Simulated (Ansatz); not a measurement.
Runs of Ansatz 0.2.0 on Zn. Symmetry: P6_3/mmc, No. 194, hexagonal system. Conventional cell: a = 2.670 Å, b = 2.670 Å, c = 4.966 Å, α = 90.00°, β = 90.00°, γ = 120.00°. Zn (site symmetry -6m2) is surrounded by 12 Zn at 2.67 to 2.92 Å. 

```tsv
task	level	potentials or basis	spin	cell	k mesh	cutoff (eV)	smearing	gap on the mesh (eV)	pressure (GPa)	V0 of scaled cells (Å³/atom)	B0 (GPa)
equation of state	RPBE	Ansatz PAW	off	as given	11 × 11 × 6	420	gaussian 0.1 eV	-	-	(a)	64
equation of state	PBE0	Ansatz PAW	off	as given	8 × 8 × 4	420	fermi-dirac 0.05 eV	-	-	15.18	(b)
relaxation of cell and atoms	rPW86-PBE	Ansatz PAW	non-collinear, ferrimagnetic start	relaxed	11 × 11 × 6	420	gaussian 0.1 eV	-	0.0	-	-
equation of state	HSE06	Ansatz PAW	off	as given	8 × 8 × 4	420	fermi-dirac 0.05 eV	-	-	15.25	75
equation of state	PBE	Ansatz PAW soft_1	off	as given	11 × 11 × 6	420	fermi-dirac 0.05 eV	-	-	(c)	74
electron localisation function	r2SCAN	Ansatz PAW	off	as given	11 × 11 × 6	500	methfessel-paxton 0.2 eV	none	-4.7	-	-
single point	PBE	Ansatz PAW	off	as given	11 × 11 × 6	420	fermi-dirac 0.05 eV	none	-0.7	-	-
single point	LDA	Ansatz PAW	off	as given	11 × 11 × 6	420	gaussian 0.02 eV	none	-9.1	-	-
```

Q: Fill in the values left out.

A: (a) 15.87; (b) 78; (c) 15.19.

Caveats: the PAW data sets come from PBE, with cores solved anew for the run's functional, which leaves a small shift of forces and pressure (some runs); the cell was scaled at fixed shape and fractional positions, which overstates the stiffness of a crystal with free parameters, most of all of layers and chains (some runs); the potentials were made for another functional, which shifts forces and pressure (some runs); the plane-wave basis is chosen anew once the cell has moved, so the energies of steps on either side of that aren't comparable (some runs).

A k mesh can miss the band edges.

A gap of «none» marks a metal or a gap under the smearing width.

Not every run made on this cell is shown here.
